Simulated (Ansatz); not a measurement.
# Dielectric function and optical constants of As2Pt (Sperrylite)

Aim: the dielectric function of As2Pt (Sperrylite), and the optical constants that follow from it.

Calculated with Ansatz 0.2.0; DFT, PBE, plane-wave PAW, default files, scalar-relativistic, independent-particle optical response without local fields.

## (1) Starting point

The structure is cubic, space group Pa-3 (No. 205). The conventional cell has a = 5.966 Å, b = 5.966 Å, c = 5.966 Å, α = 90.00°, β = 90.00°, γ = 90.00°. Pt has 6 As at 2.49 Å nearest. Nearest to As lie 1 As at 2.42 Å and 3 Pt at 2.49 Å. Farther neighbours are not listed.

## (2) Ground state and bands

First the ground state: is it a metal or has it a gap?

This step: DFT, PBE, plane-wave PAW, default files, scalar-relativistic, ground state (Ansatz 0.2.0).

Contents of input.yaml:

```yaml
crystal:
  lattice:
    - [5.9665, 0.0, 0.0]
    - [0.0, 5.9665, 0.0]
    - [0.0, 0.0, 5.9665]
  atoms:
    - { symbol: Pt, position: [0.0, 0.5, 0.5] }
    - { symbol: Pt, position: [0.5, 0.5, 0.0] }
    - { symbol: Pt, position: [0.5, 0.0, 0.5] }
    - { symbol: Pt, position: [0.0, 0.0, 0.0] }
    - { symbol: As, position: [0.383, 0.117, 0.883] }
    - { symbol: As, position: [0.117, 0.883, 0.383] }
    - { symbol: As, position: [0.883, 0.383, 0.117] }
    - { symbol: As, position: [0.617, 0.617, 0.617] }
    - { symbol: As, position: [0.617, 0.883, 0.117] }
    - { symbol: As, position: [0.883, 0.117, 0.617] }
    - { symbol: As, position: [0.117, 0.617, 0.883] }
    - { symbol: As, position: [0.383, 0.383, 0.383] }
kpoints:
  mp_grid: { grid: [4, 4, 4] }
  band_path:
    path:
      - [[0.0, 0.0, 0.0], [0.0, 0.5, 0.0], [0.5, 0.5, 0.0], [0.0, 0.0, 0.0], [0.5, 0.5, 0.5], [0.0, 0.5, 0.0]]
      - [[0.5, 0.5, 0.0], [0.5, 0.5, 0.5]]
    npoints: 10
scf:
  occupations: { method: fermi_dirac, width: 0.05 }
  n_extra_bands: 16
hamiltonian:
  xc: pbe
  pseudopotentials: { kind: paw }
output:
  forces: true
  stress: true
  populations: true
  write_bands: true
```

The run is started by

```
$ ansatz run input.yaml --threads 4 --pin off --max-ram 8192MiB --backend cpu --events-out ev --progress --plain --runs-dir out
```

Numbers of over 12 decimals in the logs are rounded to 6 here.

Log:

```text
scf.n_extra_bands = 16 over 96 filled bands (N_el = 192.0): the run solves 112 bands
Engine: ansatz 0.2.0, x86_64-unknown-linux-gnu
Pseudopotentials: kind: paw
Pseudopotential: Pt, paw, valence charge 18, recommended cutoff 420 eV (normal), Pt.paw.azcp
Pseudopotential: As, paw, valence charge 15, recommended cutoff 420 eV (normal), As.paw.azcp
Functional definition: PBE
  parameter kappa = 0.804
  parameter beta = 0.066725
  exchange = pbe_x(kappa = kappa, mu = beta*pi^2/3)
  correlation = pbe_c(beta = beta)
Crystal: 12 atoms, lattice volume = 212.402 Å³
Basis set: ecut = 420 eV, 4139 PW (Γ), exchange–correlation on 80×80×80 points (8 copies of the dense FFT grid, shifted against one another)
Bands: 112, of which v1, the nominal top of the filled ones, is band 96 counted from 1 (95 counted from 0)
Symmetry: 24 space group operations
Space group: Pa-3 (ITA 205), of the structure as read, at distance tolerance 6.0e-5 Å
k-points: 11 of 64
Non-local potential: Pt, projectors of the file, l = 0: 3, l = 1: 2, l = 2: 2, l = 3: 1
Non-local potential: As, projectors of the file, l = 0: 2, l = 1: 2, l = 2: 3, l = 3: 1
PAW form: soft (Blöchl's): semilocal exchange-correlation on the pseudo side does not see the compensation charge
PAW one-centre angular grid: Pt, 590 points (default); XC on 64 Gauss nodes
PAW one-centre angular grid: As, 590 points (default); XC on 64 Gauss nodes
Initial density: superposition of atomic densities (neutral atoms: chi_scale 0, normalization atom), corrected by the library's trained network
Initial wavefunctions: pseudopotential atomic-orbital guess
Functional: x = pbe(κ = 0.804, μ = 0.219515), c = pbe(β = 0.066725)
SCF iter   1: F=—  HF=-88947.177417 eV  |F-HF|=—  |Δ(HF+E_count)|=         —  Δρ=4.14e-3  dr2=5.30e-2  ethr=1.77e-3  ⟨swp⟩=5.8  Hψ=4084  notcnv=0  defer=5
preconditioner: auto → Resta (q_TF=auto, 2.683 Å⁻¹)  ε∞=7.3  [insulator: Δε(μ)=0.569 eV  Ē_g=9.048 eV  σ=0.050 eV  W_gap=0.99  n_scr=80 (ndim 8)  ℏωp=22.8 eV  f_vac=0.000  D(μ)=0.02/eV (n_scr^D=0)  ε∞_Penn≈7.3]
SCF iter   2: F=—  HF=-88947.174988 eV  |F-HF|=—  |Δ(HF+E_count)|=   2.43e-3  Δρ=2.05e-3  dr2=1.22e-2  ethr=2.76e-5  ⟨swp⟩=2.0  Hψ=1623  notcnv=0  defer=31
SCF iter   3: F=—  HF=-88947.173108 eV  |F-HF|=—  |Δ(HF+E_count)|=   1.88e-3  Δρ=3.83e-4  dr2=2.86e-4  ethr=6.37e-6  ⟨swp⟩=2.0  Hψ=1531  notcnv=0  defer=31
SCF iter   4: F=—  HF=-88947.173089 eV  |F-HF|=—  |Δ(HF+E_count)|=   1.85e-5  Δρ=9.11e-5  dr2=1.64e-5  ethr=1.49e-7  ⟨swp⟩=2.0  Hψ=2040  notcnv=0  defer=31
SCF iter   5: F=—  HF=-88947.173009 eV  |F-HF|=—  |Δ(HF+E_count)|=   8.04e-5  Δρ=4.24e-5  dr2=3.89e-6  ethr=8.54e-9  ⟨swp⟩=2.0  Hψ=2040  notcnv=0  defer=31
SCF iter   6: F=—  HF=-88947.173009 eV  |F-HF|=—  |Δ(HF+E_count)|=   7.06e-7  Δρ=1.17e-5  dr2=2.44e-7  ethr=2.03e-9  ⟨swp⟩=2.0  Hψ=1600  notcnv=0  defer=31
SCF iter   7: F=-88947.173009 eV  HF=-88947.173009 eV  |F-HF|=1.69e-9  |Δ(HF+E_count)|=   8.47e-8  Δρ=3.01e-6  dr2=1.79e-8  ethr=5.21e-11  ⟨swp⟩=8.2  Hψ=4513  notcnv=0
SCF 1 converged in 7 iterations: F = -88947.173009 eV  dr2 = 1.79e-8
  greatest PAW one-centre occupation: 1.000 electrons in one spin orbital (limit 2), on the Pt atom at site 3 (counted from 0), in its partial waves of l = 0
NSCF: frozen V_eff on 62 k-points
SCF converged after 7 iterations
Free energy (F): -88947.173009 eV
Harris-Foulkes:  -88947.173009 eV  (|F-HF|=1.69e-9)
Internal energy: -88947.172369 eV  (E = F + TS)
E sigma→0 (E₀):  -88947.172689 eV
Entropy (-TS):   -0.000641 eV (-0.053 meV/atom)
Fermi energy:    15.397072 eV
--- Per-component energies (eV) ---
  E_band       = -2417.645441
  E_kinetic    = 3386.460853
  E_local      = -19335.199688  (includes V_loc(G=0)·N_el)
  E_nonlocal   = -4568.752555
  E_hartree    = 9632.517730
  E_xc         = -1690.136943
  E_vxc        = -1858.538741  (∫ρ·V_xc dr)
  E_paw        = -52502.060217  (= ΣΔE_a)
  E_vpaw       = 693.360538  (= ΣTr[D̂ρ^β])
  E_aug_tail   = 0.000783  (compensation charges beyond the density's cutoff)
  E_ewald      = -23870.002332
  E_smearing   = -0.000641  (= −TS)
  E_closure    = -0.000000  (closes the sum)
  Σ components = -88947.173009   (vs F -88947.173009, Δ=0.00e0)
--- Forces (eV/Å), atoms counted from 1 ---
  atom   1  Pt     0.00000000    -0.00000000    -0.00000000
  atom   2  Pt     0.00000000    -0.00000000     0.00000000
  atom   3  Pt     0.00000000    -0.00000000    -0.00000000
  atom   4  Pt     0.00000000    -0.00000000     0.00000000
  atom   5  As     0.02695679    -0.02695679     0.02695679
  atom   6  As    -0.02695679     0.02695679     0.02695679
  atom   7  As     0.02695679     0.02695679    -0.02695679
  atom   8  As    -0.02695679    -0.02695679    -0.02695679
  atom   9  As    -0.02695679     0.02695679    -0.02695679
  atom  10  As     0.02695679    -0.02695679    -0.02695679
  atom  11  As    -0.02695679    -0.02695679     0.02695679
  atom  12  As     0.02695679     0.02695679     0.02695679
  max |Σ_I F_I| component: 6.94e-18 eV/Å
--- Stress (GPa, compression-positive) ---
        6.974375      -0.000000       0.000000
       -0.000000       6.974375       0.000000
        0.000000       0.000000       6.974375
  P = ⅓ Tr σ = 6.9744 GPa (69.744 kbar)
--- Band table (eV; the first three rows and the last of 11) ---
  k-point 0: bands = [... 92 lower, 12.8513, 14.3461, 14.3461, 14.3461, 16.0124, 16.0124, 16.0124, 16.9178, ... 12 higher]
  k-point 1: bands = [... 92 lower, 13.6494, 14.1239, 14.3542, 15.1191, 16.1666, 16.1689, 16.2122, 17.3210, ... 12 higher]
  k-point 2: bands = [... 92 lower, 14.0761, 14.0761, 14.4736, 14.4736, 16.8305, 16.8305, 17.0030, 17.0030, ... 12 higher]
  k-point 10: bands = [... 92 lower, 14.5843, 14.5843, 14.5843, 14.5843, 15.6383, 15.6383, 15.6383, 15.6383, ... 12 higher]
--- Löwdin populations: 12 sites ---
  site symbol       q [e]
     0     Pt     17.5253
     1     Pt     17.5253
     2     Pt     17.5253
     3     Pt     17.5253
     4     As     15.1213
     5     As     15.1213
     6     As     15.1213
     7     As     15.1213
     8     As     15.1213
     9     As     15.1213
    10     As     15.1213
    11     As     15.1213
  spilling = 0.004835 (of n_electrons = 192.000000)
```

The job ended after 10 s (4 threads of Intel Xeon Platinum 8488C (Sapphire Rapids), shared host; peak memory 1.3 GiB; 40 s of CPU time).

Reading the cycles: dr2 is the Hartree energy of the density residual (eV), the measure of convergence; HF is the Harris–Foulkes estimate of the energy, which meets the free energy F at convergence.

Read-outs, printed or worked out from the files:

- free energy: -88947.1730 eV
- Fermi energy: 15.40 eV
- gap by band count: 0.5192 eV
- electrons: 192
- symmetry operations: 24
- pressure: 6.974 GPa
- volume: 212.4 Å³
- gap on the path: 0.2834 eV
- least direct gap on the path: 1.048 eV

There is a gap, 0.28 eV on the path, so no carriers' term is needed. The cell is left with a pressure of 7.0 GPa and forces up to 0.05 eV/Å, as it stands unrelaxed at this level.

Electronic bands along the path, in eV, zero at the Fermi level; v1 is the highest filled band, c1 the lowest empty one:

| point | v4 | v3 | v2 | v1 | c1 | c2 | c3 | c4 |
| --- | --- | --- | --- | --- | --- | --- | --- | --- |
| Γ | -2.55 | -1.05 | -1.05 | -1.05 | 0.61 | 0.61 | 0.61 | 1.52 |
| halfway | -1.75 | -1.27 | -1.04 | -0.28 | 0.77 | 0.77 | 0.81 | 1.92 |
| X | -1.32 | -1.32 | -0.92 | -0.92 | 1.43 | 1.43 | 1.61 | 1.61 |
| halfway | -1.05 | -1.05 | -0.75 | -0.75 | 1.38 | 1.38 | 1.50 | 1.50 |
| M | -0.66 | -0.66 | -0.66 | -0.66 | 1.93 | 1.93 | 1.93 | 1.93 |
| halfway | -1.78 | -1.27 | -0.90 | -0.36 | 0.83 | 1.03 | 1.32 | 2.27 |
| Γ | -2.55 | -1.05 | -1.05 | -1.05 | 0.61 | 0.61 | 0.61 | 1.52 |
| halfway | -1.84 | -1.20 | -0.73 | -0.73 | 0.87 | 1.70 | 1.70 | 2.15 |
| R | -0.81 | -0.81 | -0.81 | -0.81 | 0.24 | 0.24 | 0.24 | 0.24 |
| halfway | -1.42 | -1.42 | -0.78 | -0.78 | 1.23 | 1.23 | 2.02 | 2.02 |
| X | -1.32 | -1.32 | -0.92 | -0.92 | 1.43 | 1.43 | 1.61 | 1.61 |
| jump to M | -0.66 | -0.66 | -0.66 | -0.66 | 1.93 | 1.93 | 1.93 | 1.93 |
| halfway | -0.80 | -0.80 | -0.80 | -0.80 | 1.15 | 1.15 | 1.15 | 1.15 |
| R | -0.81 | -0.81 | -0.81 | -0.81 | 0.24 | 0.24 | 0.24 | 0.24 |

## (3) Spectrum

With the density converged, the vertical transitions are summed over the zone.

This step: DFT, PBE, plane-wave PAW, default files, scalar-relativistic, independent-particle optical response without local fields (Ansatz 0.2.0).

input.yaml, the sections that differ from step 2:

```yaml
kpoints:
  mp_grid: { grid: [4, 4, 4] }
scf:
  occupations: { method: gaussian, width: 0.02 }
output:
  optics:
    e_range: [0, 14]
    de: 0.05
    sigma: 0.1
    nscf_kmesh: { grid: [4, 4, 4] }
    bands: { spectra_wanted_up_to: 14 }
# crystal, hamiltonian: as in step 2
```

Log:

```text
[...]
Crystal: 12 atoms, lattice volume = 212.402 Å³
Basis set: ecut = 420 eV, 4139 PW (Γ)
Bands: 116, of which v1, the nominal top of the filled ones, is band 96 counted from 1 (95 counted from 0)
[... 1 set-up line as in the run before ...]
[...]
k-points: 11 of 64
[...]
SCF iter   1: F=—  HF=-88947.177329 eV  |F-HF|=—  |Δ(HF+E_count)|=         —  Δρ=4.15e-3  dr2=5.35e-2  ethr=1.77e-3  ⟨swp⟩=5.9  Hψ=4348  notcnv=0  defer=4
[...]
SCF iter  10: F=-88947.172863 eV  HF=-88947.172863 eV  |F-HF|=1.46e-11  |Δ(HF+E_count)|=  2.91e-11  Δρ=1.98e-8  dr2=5.41e-13  ethr=1.00e-12  ⟨swp⟩=7.3  Hψ=4139  notcnv=0
SCF 1 converged in 10 iterations: F = -88947.172863 eV  dr2 = 5.41e-13
[...]
NSCF: frozen V_eff on 11 k-points
output.optics: what the bands over the 174 summed would add to eps1, eps2 and the energy-loss function is held between a lower and an upper bound (7 Lanczos steps). eps1, eps2 and their loss function (loss_summed_bands) are given on every row as the summed bands alone make them. Along an axis, on a row where the two bounds hold the loss function to about 1 % of the greater of itself and 0.5 % of |1/eps|, its cell (loss_completed) is given, with the completed eps1 and eps2 that it is formed of (a cell that is left empty reads nan in the table and null in the record). The two bounds hold it so along every axis on all 281 rows up to 14.000 eV. [rest of the remark cut]
SCF converged after 10 iterations
Free energy (F): -88947.172863 eV
[...]
Internal energy: -88947.172863 eV  (E = F + TS)
E sigma→0 (E₀):  -88947.172863 eV
Fermi energy:    15.378821 eV
[...]
--- Band table (eV; the first three rows and the last of 11) ---
  k-point 0: bands = [... 92 lower, 12.8512, 14.3461, 14.3461, 14.3461, 16.0123, 16.0123, 16.0123, 16.9178, ... 16 higher]
  k-point 1: bands = [... 92 lower, 13.6494, 14.1239, 14.3542, 15.1191, 16.1666, 16.1689, 16.2121, 17.3210, ... 16 higher]
  k-point 2: bands = [... 92 lower, 14.0761, 14.0761, 14.4736, 14.4736, 16.8304, 16.8304, 17.0030, 17.0030, ... 16 higher]
  k-point 10: bands = [... 92 lower, 14.5843, 14.5843, 14.5843, 14.5843, 15.6382, 15.6382, 15.6382, 15.6382, ... 16 higher]
```

Elapsed: 2.6 min, on 4 threads; peak memory 2.1 GiB; 6.6 min of CPU time.

Numbers from this step:

```
electronic dielectric constant ε∞, mean over x, y and z (by symmetry where fewer were run)                                                          : 26.12
absorption onset, first axis (α over 10⁴ cm⁻¹, or the direct gap if that lies higher)                                                               : 1.047 eV
main peak of Im epsilon, first axis                                                                                                                 : 3.097 eV
photocurrent from vertical transitions in a film 500 nm thick on a perfect mirror (two passes), AM1.5G, no front reflection, all carriers collected : 45.75 mA/cm²
least direct gap on the mesh                                                                                                                        : 1.047 eV
bands summed                                                                                                                                        : 174
spectra valid up to                                                                                                                                 : 22.84 eV
program's estimate of the k-sum error in Im epsilon                                                                                                 : 0.15 %
electrons in the f-sum                                                                                                                              : 84.88
```

The Im ε, any direction by photon energy; read off at these points:

| photon energy (eV) | Im ε, any direction |
| --- | --- |
| 0.50 | 0 |
| 1.00 | 1.92 |
| 1.50 | 15.1 |
| 2.00 | 25.6 |
| 2.50 | 27.6 |
| 3.00 | 29.6 |
| 3.10 | 30.6 |
| 3.50 | 23.6 |
| 4.00 | 13.5 |
| 4.50 | 13.4 |
| 5.00 | 12.4 |
| 5.50 | 7.84 |
| 6.00 | 9.38 |
| 6.50 | 7.61 |
| 7.00 | 7.31 |
| 7.50 | 5.93 |
| 8.00 | 5.43 |
| 8.50 | 4.05 |
| 9.00 | 4.13 |
| 9.50 | 3.37 |
| 10.00 | 3.01 |
| 10.50 | 2.41 |
| 11.00 | 2.41 |
| 11.50 | 2.52 |
| 12.00 | 2.51 |
| 12.50 | 2.12 |
| 13.00 | 2.00 |
| 13.50 | 1.84 |
| 14.00 | 1.57 |

The Re ε, any direction by photon energy:

| photon energy (eV) | Re ε, any direction |
| --- | --- |
| 0.0 | 26.1 |
| 0.5 | 27.6 |
| 1.0 | 37.8 |
| 1.5 | 32.3 |
| 2.0 | 23.3 |
| 2.5 | 14.9 |
| 3.0 | 7.89 |
| 3.5 | -2.71 |
| 4.0 | -4.73 |
| 4.5 | -0.391 |
| 5.0 | -4.86 |
| 5.5 | -2.16 |
| 6.0 | -2.54 |
| 6.5 | -2.56 |
| 7.0 | -3.09 |
| 7.5 | -2.69 |
| 8.0 | -3.24 |
| 8.5 | -2.82 |
| 9.0 | -2.48 |
| 9.5 | -2.04 |
| 10.0 | -2.10 |
| 10.5 | -1.68 |
| 11.0 | -1.24 |
| 11.5 | -1.10 |
| 12.0 | -1.11 |
| 12.5 | -1.18 |
| 13.0 | -1.10 |
| 13.5 | -1.04 |
| 14.0 | -0.977 |

Refractive index n and extinction k against photon energy:

| photon energy (eV) | n | k |
| --- | --- | --- |
| 0.0 | 5.11 | 0 |
| 0.5 | 5.25 | 0 |
| 1.0 | 6.15 | 0.156 |
| 1.5 | 5.83 | 1.29 |
| 2.0 | 5.38 | 2.37 |
| 2.5 | 4.81 | 2.86 |
| 3.0 | 4.39 | 3.37 |
| 3.5 | 3.25 | 3.64 |
| 4.0 | 2.19 | 3.08 |
| 4.5 | 2.55 | 2.63 |
| 5.0 | 2.05 | 3.01 |
| 5.5 | 1.73 | 2.27 |
| 6.0 | 1.90 | 2.48 |
| 6.5 | 1.65 | 2.30 |
| 7.0 | 1.56 | 2.35 |
| 7.5 | 1.38 | 2.15 |
| 8.0 | 1.24 | 2.19 |
| 8.5 | 1.03 | 1.97 |
| 9.0 | 1.08 | 1.91 |
| 9.5 | 0.974 | 1.73 |
| 10.0 | 0.885 | 1.70 |
| 10.5 | 0.792 | 1.52 |
| 11.0 | 0.858 | 1.41 |
| 11.5 | 0.909 | 1.39 |
| 12.0 | 0.904 | 1.39 |
| 12.5 | 0.791 | 1.34 |
| 13.0 | 0.769 | 1.30 |
| 13.5 | 0.732 | 1.25 |
| 14.0 | 0.659 | 1.19 |

Values under 1 per cm are given as 1. Absorption coefficient, any direction against photon energy:

photon energy (eV), log10 absorption coefficient, any direction (1/cm) and a bar:
```
    0.000        0.0 
    0.500        0.0 
    1.000        4.2 ####################
    1.500        5.3 #########################
    2.000        5.7 ###########################
    2.500        5.9 ############################
    3.000        6.0 #############################
    3.500        6.1 #############################
    4.000        6.1 #############################
    4.500        6.1 #############################
    5.000        6.2 ##############################
    5.500        6.1 #############################
    6.000        6.2 ##############################
    6.500        6.2 ##############################
    7.000        6.2 ##############################
    7.500        6.2 ##############################
    8.000        6.2 ##############################
    8.500        6.2 ##############################
    9.000        6.2 ##############################
    9.500        6.2 ##############################
   10.000        6.2 ##############################
   10.500        6.2 ##############################
   11.000        6.2 ##############################
   11.500        6.2 ##############################
   12.000        6.2 ##############################
   12.500        6.2 ##############################
   13.000        6.2 ##############################
   13.500        6.2 ##############################
   14.000        6.2 ##############################
```

The reflectivity at normal incidence, any direction has structure finer than the step of the table below, so its rows give means over 0.5 eV, whole bins alone (the curve runs from 0 to 14 eV). Peaks (eV: height): 3.80: 60.7, 5.05: 55.6, 6.20: 48.9, 7.20: 49.1, 8.35: 50.3, 9.15: 47.3, 13.85: 38.0.

The reflectivity at normal incidence, any direction by photon energy; means over each step:

| photon energy (eV) | reflectivity at normal incidence, any direction (%) |
| --- | --- |
| 0.5 | 46.4 |
| 1.0 | 51.5 |
| 1.5 | 53.1 |
| 2.0 | 54.2 |
| 2.5 | 54.8 |
| 3.0 | 57.2 |
| 3.5 | 59.3 |
| 4.0 | 55.8 |
| 4.5 | 49.3 |
| 5.0 | 54.4 |
| 5.5 | 46.7 |
| 6.0 | 47.4 |
| 6.5 | 46.6 |
| 7.0 | 48.2 |
| 7.5 | 46.8 |
| 8.0 | 48.9 |
| 8.5 | 48.2 |
| 9.0 | 45.7 |
| 9.5 | 44.4 |
| 10.0 | 45.1 |
| 10.5 | 42.4 |
| 11.0 | 36.9 |
| 11.5 | 35.1 |
| 12.0 | 35.6 |
| 12.5 | 37.0 |
| 13.0 | 36.3 |
| 13.5 | 36.3 |

From ε follow the optical constants at some laser and lamp lines:

| wavelength (nm) | n | k | R (%) | 1/α |
| --- | --- | --- | --- | --- |
| 1550 | 5.56 | 0.000 | 48.3 | 585 µm |
| 1064 | 6.40 | 1.018 | 54.1 | 83 nm |
| 633 | 5.40 | 2.364 | 53.6 | 21 nm |
| 532 | 5.11 | 2.858 | 55.1 | 15 nm |
| 405 | 4.32 | 3.518 | 57.5 | 9.2 nm |
| 308 | 2.21 | 3.019 | 54.5 | 8.1 nm |
| 193 | 1.66 | 2.330 | 46.9 | 6.6 nm |

Rows near the edge hang on the gap, which this functional as a rule makes too small, and phonon-assisted absorption is left out.

A polished face would reflect 54 % of daylight and look light grey (CIE x = 0.310, y = 0.327 under D65).

The f-sum over the summed bands holds 84.9 of the cell's 192 electrons outside the frozen cores, 120 of which lie in bands more than 12 eV below the Fermi level, whose transitions come at higher energies. Up to 14 eV the strength has a mean oscillator energy of 3.8 eV, close to the main peak.

## (4) Summary of results

```yaml
gap_on_the_path: 0.283 eV
least_direct_gap_on_the_path: 1.05 eV
electronic_dielectric_constant_eps_infinity_mean_over_x_y_and_z_by_symmetry_where_fewer_were_run_independent_particles: 26.1
absorption_onset_first_axis_alpha_over_1e4_cm_minus1_or_the_direct_gap_if_that_lies_higher: 1.05 eV
main_peak_of_im_epsilon_first_axis: 3.10 eV
photocurrent_from_vertical_transitions_in_a_film_500_nm_thick_on_a_perfect_mirror_two_passes_am1p5g_no_front_reflection_all_carriers_collected: 45.8 mA/cm²
```

**Reading.** At this level (PBE, independent particles) As2Pt has ε∞ = 26.1 and n = 5.56 at 1550 nm; absorption sets in near 1.0 eV, and Im ε peaks at 3.1 eV. The gap is indirect (0.28 eV), so absorption without phonons can begin only at the direct gap of 1.05 eV. Lines 0.1 eV wide carry a tail of absorption under the direct gap, past the threshold already at 0.97 eV. Absorption passes 10⁴ cm⁻¹ from the direct gap on, 1.05 eV, in the infrared, so it absorbs across the visible. Distinct maxima of Im ε, read by a parabola through the highest points, lie at 1.30 eV (18), 1.79 eV (27), 2.32 eV (29) and 3.10 eV (31). The f-sum over the summed bands holds 84.9 of the cell's 192 electrons outside the frozen cores, 120 of which lie in bands more than 12 eV below the Fermi level, whose transitions come at higher energies. Up to 14 eV the strength has a mean oscillator energy of 3.8 eV, close to the main peak. A polished face would reflect 54 % of daylight and look light grey (CIE x = 0.310, y = 0.327 under D65). Excitons and phonon-assisted transitions are missing, and so are local fields; PBE gaps are as a rule too small, which pulls the onset down and ε∞ up. In the base run ε includes the program's bounded estimate of what the bands above those summed add. Spin-orbit coupling is left out although heavy atoms are present.

[Logs are printed without paths, hosts, clocks, repeated set-up lines and the standing remarks that a program may print on its own settings, such as how far it seeks lower states.]

[Hosts, paths, dates, database ids (printed as entryN), source tags and the programs' standing remarks are cut or masked in the printed files.]
